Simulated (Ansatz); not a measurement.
Born–Oppenheimer molecular dynamics of a periodic cell of 24 atoms, Li$_{2}$O (host Li2O, host structure Fm-3m). It starts from a structure without forces on its atoms.

Level of theory: Ansatz, DFT LDA, scalar-relativistic, plane waves, PAW. Settings: cutoff 420 eV, k mesh 2x2x2, fermi-dirac smearing 0.05 eV, no spin polarisation.

- ensemble: NVT, Nosé–Hoover chain
- time step: 1 fs
- steps asked: 400
- set temperature: 1920 K
- thermostat: time constant 200 fs, chain length 3
- seed: 333304

Frames 1 fs apart, positions in Å.

Velocities at 110.0 fs (Å/ps):

```
Li -18.99 -14.05 -7.71
Li -2.66 -15.60 3.38
O -1.81 3.51 3.20
Li -4.11 3.59 2.50
Li -3.55 2.25 -8.19
O 4.83 1.91 10.96
Li -5.09 3.45 -2.29
Li 15.51 10.91 -19.70
O -8.37 6.91 13.06
Li 14.98 2.71 -9.61
Li -4.88 -3.87 -18.02
O -0.72 -5.44 4.41
Li -4.43 14.23 -3.46
Li 8.65 -7.81 -1.12
O 1.63 -6.32 4.42
Li 17.86 7.15 -9.02
Li -9.09 -27.99 -7.66
O -7.43 -5.15 -4.17
Li 7.44 1.30 -18.12
Li -0.86 -9.14 -5.13
O 12.12 11.83 3.08
Li 9.02 23.13 10.60
Li -12.30 0.58 11.76
O -3.51 -3.28 0.51
```

```xyz
24
Lattice="0.0000 4.6662 4.6662 4.6662 0.0000 4.6662 4.6662 4.6662 0.0000" Properties=species:S:1:pos:R:3 time_fs=110.0 energy_less_start_eV=3.273 T=971
Li 1.078 1.281 1.145
Li 3.466 3.413 3.606
O -0.104 -0.101 -0.168
Li 3.566 3.582 1.246
Li 5.810 5.766 3.615
O 2.547 2.769 0.123
Li 3.708 1.018 3.262
Li 6.117 3.733 6.117
O 2.188 -0.028 2.229
Li 5.815 3.597 3.521
Li 8.094 5.898 5.516
O 4.663 2.371 2.459
Li 1.283 3.303 3.530
Li 3.227 5.713 5.873
O -0.142 2.120 2.345
Li 3.620 5.836 3.475
Li 5.778 8.342 5.653
O 2.250 4.874 2.444
Li 3.589 3.434 5.859
Li 5.835 5.769 8.126
O 2.483 2.120 4.488
Li 5.568 5.969 5.991
Li 8.344 7.898 8.256
O 4.677 4.586 4.687
24
Lattice="0.0000 4.6662 4.6662 4.6662 0.0000 4.6662 4.6662 4.6662 0.0000" Properties=species:S:1:pos:R:3 time_fs=111.0 energy_less_start_eV=3.338 T=952
Li 1.059 1.267 1.138
Li 3.464 3.398 3.609
O -0.105 -0.098 -0.165
Li 3.562 3.586 1.249
Li 5.806 5.768 3.606
O 2.551 2.770 0.134
Li 3.702 1.022 3.260
Li 6.132 3.744 6.096
O 2.180 -0.021 2.241
Li 5.830 3.599 3.512
Li 8.089 5.894 5.498
O 4.662 2.365 2.464
Li 1.278 3.317 3.526
Li 3.236 5.706 5.871
O -0.140 2.114 2.349
Li 3.637 5.843 3.466
Li 5.769 8.314 5.646
O 2.243 4.869 2.440
Li 3.596 3.435 5.841
Li 5.834 5.760 8.121
O 2.494 2.133 4.491
Li 5.577 5.992 6.001
Li 8.331 7.899 8.268
O 4.673 4.583 4.688
24
Lattice="0.0000 4.6662 4.6662 4.6662 0.0000 4.6662 4.6662 4.6662 0.0000" Properties=species:S:1:pos:R:3 time_fs=112.0 energy_less_start_eV=3.393 T=936
Li 1.040 1.254 1.131
Li 3.463 3.383 3.612
O -0.106 -0.094 -0.161
Li 3.559 3.590 1.252
Li 5.804 5.769 3.597
O 2.554 2.770 0.145
Li 3.695 1.025 3.260
Li 6.146 3.753 6.072
O 2.172 -0.014 2.254
Li 5.846 3.601 3.502
Li 8.085 5.887 5.483
O 4.661 2.360 2.468
Li 1.273 3.333 3.522
Li 3.246 5.699 5.869
O -0.137 2.109 2.353
Li 3.653 5.847 3.457
Li 5.761 8.286 5.640
O 2.236 4.863 2.436
Li 3.604 3.436 5.823
Li 5.832 5.752 8.117
O 2.505 2.146 4.494
Li 5.588 6.014 6.010
Li 8.318 7.902 8.278
O 4.669 4.580 4.689
24
Lattice="0.0000 4.6662 4.6662 4.6662 0.0000 4.6662 4.6662 4.6662 0.0000" Properties=species:S:1:pos:R:3 time_fs=113.0 energy_less_start_eV=3.431 T=926
Li 1.020 1.240 1.125
Li 3.463 3.368 3.614
O -0.105 -0.089 -0.157
Li 3.557 3.595 1.256
Li 5.803 5.770 3.588
O 2.556 2.768 0.157
Li 3.686 1.028 3.260
Li 6.157 3.762 6.046
O 2.164 -0.006 2.266
Li 5.862 3.602 3.493
Li 8.082 5.879 5.471
O 4.661 2.354 2.471
Li 1.268 3.348 3.518
Li 3.256 5.694 5.865
O -0.133 2.104 2.357
Li 3.667 5.850 3.449
Li 5.753 8.258 5.636
O 2.230 4.856 2.433
Li 3.611 3.437 5.806
Li 5.831 5.745 8.114
O 2.514 2.161 4.496
Li 5.600 6.036 6.019
Li 8.305 7.906 8.288
O 4.665 4.579 4.691
24
Lattice="0.0000 4.6662 4.6662 4.6662 0.0000 4.6662 4.6662 4.6662 0.0000" Properties=species:S:1:pos:R:3 time_fs=114.0 energy_less_start_eV=3.448 T=923
Li 1.000 1.227 1.120
Li 3.465 3.354 3.616
O -0.103 -0.085 -0.153
Li 3.556 3.599 1.260
Li 5.802 5.770 3.578
O 2.556 2.764 0.169
Li 3.675 1.031 3.261
Li 6.168 3.770 6.017
O 2.157 0.001 2.277
Li 5.878 3.602 3.485
Li 8.080 5.869 5.460
O 4.660 2.349 2.474
Li 1.261 3.364 3.513
Li 3.267 5.690 5.860
O -0.128 2.101 2.360
Li 3.679 5.851 3.441
Li 5.746 8.229 5.633
O 2.224 4.849 2.429
Li 3.619 3.438 5.790
Li 5.829 5.738 8.111
O 2.521 2.177 4.498
Li 5.613 6.056 6.026
Li 8.292 7.912 8.297
O 4.660 4.577 4.692
24
Lattice="0.0000 4.6662 4.6662 4.6662 0.0000 4.6662 4.6662 4.6662 0.0000" Properties=species:S:1:pos:R:3 time_fs=115.0 energy_less_start_eV=3.444 T=927
Li 0.980 1.213 1.116
Li 3.468 3.341 3.616
O -0.100 -0.080 -0.148
Li 3.556 3.605 1.265
Li 5.802 5.770 3.567
O 2.556 2.759 0.181
Li 3.663 1.033 3.263
Li 6.176 3.776 5.986
O 2.150 0.009 2.288
Li 5.895 3.602 3.476
Li 8.078 5.857 5.452
O 4.659 2.345 2.477
Li 1.255 3.380 3.507
Li 3.278 5.686 5.855
O -0.123 2.099 2.363
Li 3.690 5.850 3.434
Li 5.739 8.202 5.632
O 2.219 4.842 2.426
Li 3.626 3.438 5.774
Li 5.827 5.732 8.110
O 2.527 2.194 4.501
Li 5.627 6.074 6.032
Li 8.279 7.920 8.305
O 4.655 4.576 4.694
24
Lattice="0.0000 4.6662 4.6662 4.6662 0.0000 4.6662 4.6662 4.6662 0.0000" Properties=species:S:1:pos:R:3 time_fs=116.0 energy_less_start_eV=3.417 T=938
Li 0.960 1.200 1.112
Li 3.472 3.329 3.616
O -0.096 -0.075 -0.143
Li 3.557 3.610 1.271
Li 5.803 5.769 3.556
O 2.554 2.752 0.193
Li 3.649 1.036 3.266
Li 6.183 3.782 5.952
O 2.143 0.016 2.299
Li 5.911 3.601 3.468
Li 8.077 5.844 5.446
O 4.659 2.340 2.479
Li 1.248 3.397 3.501
Li 3.289 5.684 5.848
O -0.117 2.097 2.365
Li 3.698 5.847 3.428
Li 5.734 8.175 5.631
O 2.215 4.835 2.422
Li 3.634 3.438 5.759
Li 5.825 5.728 8.110
O 2.532 2.211 4.503
Li 5.642 6.091 6.037
Li 8.266 7.929 8.311
O 4.651 4.576 4.696
24
Lattice="0.0000 4.6662 4.6662 4.6662 0.0000 4.6662 4.6662 4.6662 0.0000" Properties=species:S:1:pos:R:3 time_fs=117.0 energy_less_start_eV=3.372 T=956
Li 0.941 1.188 1.109
Li 3.478 3.318 3.615
O -0.091 -0.069 -0.138
Li 3.558 3.616 1.277
Li 5.805 5.769 3.545
O 2.552 2.743 0.205
Li 3.634 1.038 3.270
Li 6.187 3.787 5.917
O 2.136 0.024 2.308
Li 5.927 3.599 3.461
Li 8.077 5.829 5.442
O 4.658 2.335 2.481
Li 1.241 3.414 3.494
Li 3.301 5.682 5.841
O -0.110 2.097 2.367
Li 3.704 5.841 3.422
Li 5.728 8.148 5.633
O 2.211 4.827 2.419
Li 3.641 3.437 5.746
Li 5.822 5.723 8.110
O 2.535 2.230 4.505
Li 5.658 6.107 6.041
Li 8.253 7.939 8.316
O 4.646 4.576 4.699
24
Lattice="0.0000 4.6662 4.6662 4.6662 0.0000 4.6662 4.6662 4.6662 0.0000" Properties=species:S:1:pos:R:3 time_fs=118.0 energy_less_start_eV=3.313 T=978
Li 0.922 1.175 1.108
Li 3.485 3.308 3.612
O -0.086 -0.064 -0.132
Li 3.560 3.621 1.285
Li 5.808 5.768 3.533
O 2.548 2.733 0.217
Li 3.618 1.039 3.274
Li 6.190 3.791 5.880
O 2.130 0.031 2.317
Li 5.942 3.597 3.454
Li 8.077 5.813 5.440
O 4.658 2.331 2.483
Li 1.233 3.431 3.486
Li 3.312 5.682 5.833
O -0.102 2.098 2.369
Li 3.708 5.833 3.418
Li 5.724 8.123 5.635
O 2.208 4.819 2.416
Li 3.648 3.436 5.733
Li 5.820 5.720 8.112
O 2.536 2.248 4.508
Li 5.675 6.120 6.045
Li 8.241 7.950 8.320
O 4.640 4.577 4.701
```

Of the whole run (400 fs, mean temperature of the second half 1289 K): The conserved energy stayed within 0.34 meV per atom of its start (net change 0.26 meV per atom), so the integration is sound. The mean temperature of the second half is 33 % below the set value. A run of 0.4 ps of so small a system gives no equilibrium averages. Limits of this set-up: coarse k mesh.

Time of the run: 20 min on 1 thread of Arm Neoverse V1 (shared host), peak memory 0.49 GiB.
